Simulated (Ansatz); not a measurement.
Crystal: Sb2Pt (Geversite).

```
Pt Sb
1.0
     6.44230    0.00000    0.00000
     0.00000    6.44230    0.00000
     0.00000    0.00000    6.44230
Pt Sb
4 8
Direct
  0.00000 0.50000 0.50000
  0.50000 0.50000 0.00000
  0.50000 0.00000 0.50000
  0.00000 0.00000 0.00000
  0.37530 0.12470 0.87530
  0.12470 0.87530 0.37530
  0.87530 0.37530 0.12470
  0.62470 0.62470 0.62470
  0.62470 0.87530 0.12470
  0.87530 0.12470 0.62470
  0.12470 0.62470 0.87530
  0.37530 0.37530 0.37530
```

* Program: Ansatz 0.2.0
* Task: single point
* Functional: PBE
* Potentials or basis: Ansatz PAW
* Cutoff: 420 eV (not typed: the program's choice for these potentials)
* k mesh: 4 × 4 × 4
* Occupations: fermi-dirac, width 0.05 eV
* Spin: no spin polarisation

On this cell: pressure 6.3 GPa; largest force 0.123 eV/Å; band gap on the k mesh none (metal or under the smearing width).

The same run follows on a disturbed copy (atoms moved at random, drawn with an rms of 0.05 Å):

```
Pt Sb
1.0
     6.44230    0.00000    0.00000
     0.00000    6.44230    0.00000
     0.00000    0.00000    6.44230
Pt Sb
4 8
Cartesian
  0.0076 3.2242 3.2237
  3.2504 3.1807 0.0030
  3.2210 -0.0349 3.1833
  -0.0381 0.0066 -0.0138
  2.4213 0.7812 5.6141
  0.8063 5.6477 2.4798
  5.6646 2.4076 0.7631
  3.9949 4.0479 4.0506
  4.0661 5.6797 0.7815
  5.6881 0.8181 4.0138
  0.7719 4.0422 5.6599
  2.4801 2.4479 2.4159
```

**Question.** What changes?

**Answer.** The energy (extrapolated to zero smearing) moves by +17.8 meV/atom; pressure 6.8 GPa; largest force 0.994 eV/Å; band gap on the k mesh none (metal or under the smearing width).

Forces on the atoms (eV/Å):
```
Pt  -0.003  0.053 -0.105
Pt  -0.331  0.611 -0.150
Pt   0.353  0.682  0.356
Pt   0.930 -0.055  0.228
Sb  -0.141  0.188 -0.043
Sb   0.082 -0.360 -0.924
Sb  -0.248  0.042  0.721
Sb   0.637 -0.145  0.009
Sb  -0.584 -0.762  0.183
Sb  -0.808  0.231  0.093
Sb   0.659 -0.022 -0.324
Sb  -0.547 -0.464 -0.046
```

Stress tensor (GPa, compression positive):
```
 6.47  0.26 -0.79
 0.26  7.11 -0.19
-0.79 -0.19  6.72
```
